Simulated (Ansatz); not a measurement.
Set up this calculation in Ansatz 0.2.0, as the native input.

```
Task                                : band structure
Functional                          : r2SCAN
Potentials or basis                 : Ansatz PAW
Cutoff                              : 500 eV (not typed: the program's choice for these potentials)
k mesh                              : 8 × 8 × 8
Occupations                         : fermi-dirac, width 0.05 eV
Spin                                : spin-orbit coupling, no magnetisation
Path                                : [["G", "X", "Y", "S", "G", "Z", "S1", "N", "P", "Y1", "Z"], ["X", "P"]]
Points for each segment of the path : 14
```

The system is NbAs.

```
Nb As
1.0
    -1.72585    1.72585    5.84000
     1.72585   -1.72585    5.84000
     1.72585    1.72585   -5.84000
Nb As
2 2
Cartesian
  0.0000 1.7259 0.0000
  0.0000 0.0000 8.7600
  0.0000 1.7259 4.8589
  0.0000 0.0000 1.9389
```

The input as run:

input.yaml

```yaml
crystal:
  lattice:
    - [-1.72585, 1.72585, 5.84]
    - [1.72585, -1.72585, 5.84]
    - [1.72585, 1.72585, -5.84]
  atoms:
    - { symbol: Nb, position: [0.5, 0.0, 0.5] }
    - { symbol: Nb, position: [0.75, 0.75, 0.0] }
    - { symbol: As, position: [0.916, 0.416, 0.5] }
    - { symbol: As, position: [0.166, 0.166, 0.0] }
hamiltonian:
  xc: r2scan
  pseudopotentials: { kind: paw_fr }
magnetization:
  noncollinear: true
  spin_orbit: true
kpoints:
  mp_grid: { grid: [8, 8, 8] }
  band_path:
    path:
      - [[0.0, 0.0, 0.0], [-0.5, 0.5, 0.0], [-0.5, 0.5, -0.0436667032], [-0.2718333516, 0.2718333516, -0.2718333516], [0.0, 0.0, 0.0], [0.5, 0.5, -0.5], [0.2718333516, 0.7281666484, -0.7281666484], [0.0, 0.5, -0.5], [-0.25, 0.75, -0.25], [0.0436667032, 0.9563332968, -0.5], [0.5, 0.5, -0.5]]
      - [[-0.5, 0.5, 0.0], [-0.25, 0.75, -0.25]]
    npoints: 14
scf:
  occupations: { method: fermi_dirac, width: 0.05 }
  n_extra_bands: 10
output:
  forces: true
  stress: true
  eigenvalues: true
  fatbands: true
```

Potentials or basis: Ansatz PAW.

Command:

```sh
$ ansatz run input.yaml --threads 2 --pin off --max-ram 5632MiB --backend cpu --events-out ev --progress --plain --runs-dir out
```

Results of the run:

| Item | Value |
| --- | --- |
| Pressure | 2.0 GPa |
| Largest force | 0.281 eV/Å |
| Band gap on the k mesh | none (metal or under the smearing width) |

Caveat: the PAW data sets come from PBE, with cores solved anew for the run's functional, which leaves a small shift of forces and pressure.

Run time: 120 s on 2 threads of Intel(R) Xeon(R) 6975P-C (Granite Rapids), with other jobs on the host, peak memory 1.2 GiB.
